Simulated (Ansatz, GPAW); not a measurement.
Given: the input of a run of GPAW 26.7.0 (ASE script) on V. 

run.py

```python
from ase.dft.bandgap import bandgap
from ase.io import read, write
from ase.units import GPa
from gpaw import GPAW, PW

atoms = read('POSCAR')
atoms.set_initial_magnetic_moments([2.0])

calc = GPAW(mode=PW(600),
            xc='PBE',
            kpts={'size': (12, 12, 12), 'gamma': True},
            occupations={'name': 'methfessel-paxton', 'order': 0, 'width': 0.027000000000000003},
            nbands=15,
            convergence={'density': 1e-05, 'energy': 1e-05},
            maxiter=150,
            txt='gpaw.txt')
atoms.calc = calc
energy = atoms.get_potential_energy()
forces = atoms.get_forces()
stress = atoms.get_stress()
calc.write('gs.gpw')
write('result.traj', atoms)
print(f'Energy: {energy:.6f} eV')
print('Forces (eV/A):')
print(forces.round(4))
print('Stress (GPa):', (stress / GPa).round(3))
print('Moments:', calc.get_magnetic_moments().round(3))
print('Fermi level:', round(calc.get_fermi_level(), 4), 'eV')
print(f'Gap: {bandgap(calc)[0]:.4f} eV, direct: {bandgap(calc, direct=True)[0]:.4f} eV')
```

The input POSCAR:

```
V
1.0
   -1.5143500000      1.5143500000      1.5143500000
    1.5143500000     -1.5143500000      1.5143500000
    1.5143500000      1.5143500000     -1.5143500000
V
1
Direct
    0.0000000000      0.0000000000      0.0000000000
```

Potentials or basis: GPAW PAW data sets (gpaw-data 1.2.1), pw.

Run with:

```console
$ OMP_NUM_THREADS=1 python run.py
```

Task: Translate it to Ansatz 0.2.0. Potentials or basis there: all-electron LAPW, scalar-relativistic.

Result: As run (cutoffs and basis follow the program's own potentials, and thresholds, step limits or extra output files can differ):

Contents of input.yaml:

```yaml
crystal:
  lattice:
    - [-1.51435, 1.51435, 1.51435]
    - [1.51435, -1.51435, 1.51435]
    - [1.51435, 1.51435, -1.51435]
  atoms:
    - { symbol: V, position: [0.0, 0.0, 0.0], spin: 2.0 }
kpoints:
  mp_grid: { grid: [12, 12, 12] }
scf:
  occupations: { method: gaussian, width: 0.027 }
hamiltonian:
  xc: pbe
  pseudopotentials: { kind: all_electron, lapw: { basis_error: 0.001 } }
magnetization:
  spin_polarized: true
output:
  forces: true
  stress: true
  eigenvalues: true
```

Potentials or basis: all-electron LAPW, scalar-relativistic.

Launch:

```bash
$ ansatz run input.yaml --threads 2 --pin off --max-ram 6144MiB --backend cpu --events-out ev --progress --plain --runs-dir out
```

Both were run:

|  | GPAW | Ansatz |
| --- | --- | --- |
| Pressure | -4.2 GPa | -5.3 GPa |
| Net moment | 0.11 μB per cell | 0.12 μB per cell |

Where Ansatz's input types no cutoff or centring, it takes its own default and a Γ-centred mesh.

The magnetic state is the one that the start led to; the real crystal's order can differ.

Pressure is positive in compression.
